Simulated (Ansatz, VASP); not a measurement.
Two plane-wave programs on MgO

The input INCAR:

```
PREC = Accurate
ENCUT = 520
EDIFF = 1E-6
ISMEAR = 0
SIGMA = 0.05
LREAL = False
LASPH = True
NELM = 60
ALGO = Fast
ISIF = 2
LWAVE = False
LCHARG = False
GGA = PS
NBANDS = 16
```

File KPOINTS:

```
regular mesh
0
Gamma
  9 9 6
```

The input POSCAR:

```
MgO
1.0
    3.3531047684      0.0000000000      0.0000000000
   -1.6765523842      2.9038739109      0.0000000000
    0.0000000000      0.0000000000      4.8491028539
Mg O
2 2
Direct
    0.3333333333      0.6666666667      0.0021597400
    0.6666666667      0.3333333333      0.5021597400
    0.3333333333      0.6666666667      0.4024402600
    0.6666666667      0.3333333333      0.9024402600
```

Input for Ansatz:

```yaml
crystal:
  lattice:
    - [3.3531047684, 0.0, 0.0]
    - [-1.6765523842, 2.9038739109, 0.0]
    - [0.0, 0.0, 4.8491028539]
  atoms:
    - { symbol: Mg, position: [0.3333333333, 0.6666666667, 0.00215974] }
    - { symbol: Mg, position: [0.6666666667, 0.3333333333, 0.50215974] }
    - { symbol: O, position: [0.3333333333, 0.6666666667, 0.40244026] }
    - { symbol: O, position: [0.6666666667, 0.3333333333, 0.90244026] }
basis:
  ecutwfc: 420
kpoints:
  mp_grid: { grid: [9, 9, 6] }
hamiltonian:
  xc: pbesol
scf:
  occupations: { method: gaussian, width: 0.05 }
output:
  forces: true
  stress: true
  eigenvalues: true
```

Alike in both runs: task single point; functional PBEsol; k mesh 9 × 9 × 6; occupations gaussian, width 0.05 eV; no spin polarisation.

|  | VASP | Ansatz |
| --- | --- | --- |
| version | VASP 6.6.1 | Ansatz 0.2.0 |
| potentials or method | VASP PAW PBE potentials, release 64 (Mg, O) | scalar-relativistic, plane waves, PAW |
| plane-wave cutoff (eV) | 520 | 420 |
| valence electrons in the cell | 16 | 32 |

VASP gave:

* gap on the k mesh at the Fermi level (eV): 3.28
* least direct gap on the mesh (eV): 3.28
* pressure (GPa): -0.1
* largest component of the traceless stress (GPa): 5.44
* rms of the force components (eV/Å): 0.269

Problem. What did Ansatz give for the same quantities?

Solution. gap on the k mesh at the Fermi level (eV): 3.29; least direct gap on the mesh (eV): 3.29; pressure (GPa): 0.1; largest component of the traceless stress (GPa): 5.34; rms of the force components (eV/Å): 0.266.

Atom by atom the forces differ by 0.003 eV/Å (rms over components). The two sets of potentials don't hold the same shells in valence.

Caveats: the PAW data sets were made with another functional, which shifts forces and pressure a little (VASP); an odd mesh through Γ misses points on the zone boundary, where band edges often lie. PBEsol gaps usually lie below the measured ones, often by a third to a half.
